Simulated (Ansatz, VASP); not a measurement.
Cu: VASP beside Ansatz

INCAR

```
SYSTEM = Cu
PREC = Accurate
ENCUT = 520
EDIFF = 1E-6
ISMEAR = 0
SIGMA = 0.012
LREAL = .FALSE.
LASPH = .TRUE.
NELM = 100
ALGO = Normal
ISIF = 2
LWAVE = .FALSE.
LCHARG = .TRUE.
GGA = PE
LELF = .TRUE.
LVHAR = .TRUE.
```

KPOINTS

```
Automatic mesh
0
G
  13 13 13
  0 0 0
```

The input POSCAR:

```
Cu
1.0
    0.0000000000      1.8075000000      1.8075000000
    1.8075000000      0.0000000000      1.8075000000
    1.8075000000      1.8075000000      0.0000000000
Cu
1
Direct
    0.0000000000      0.0000000000      0.0000000000
```

The input input.yaml:

```yaml
crystal:
  lattice:
    - [0.0, 1.8075, 1.8075]
    - [1.8075, 0.0, 1.8075]
    - [1.8075, 1.8075, 0.0]
  atoms:
    - { symbol: Cu, position: [0.0, 0.0, 0.0] }
hamiltonian:
  xc: pbe
  pseudopotentials: { kind: paw }
kpoints:
  mp_grid: { grid: [13, 13, 13] }
scf:
  occupations: { method: gaussian, width: 0.012 }
output:
  forces: true
  stress: true
  eigenvalues: true
  write_density: true
  write_potential: true
  elf: true
  volumetric_format: npy
```

Alike in both runs: task single point; functional PBE; k mesh 13 × 13 × 13; occupations gaussian, width 0.012 eV; no spin polarisation.

|  | VASP | Ansatz |
| --- | --- | --- |
| version | VASP 6.6.1 | Ansatz 0.2.0 |
| potentials or method | VASP PAW PBE potentials, release 64 (Cu) | Ansatz PAW |
| plane-wave cutoff (eV) | 520 | 420 |
| valence electrons in the cell | 11 | 19 |

```tsv
	VASP	Ansatz	Ansatz less VASP
gap on the k mesh at the Fermi level (eV)	none	none	-
pressure (GPa)	2.2	1.7	-0.51
```

A gap of «none» marks a metal or a gap that the smearing closes. The two sets of potentials don't hold the same shells in valence.
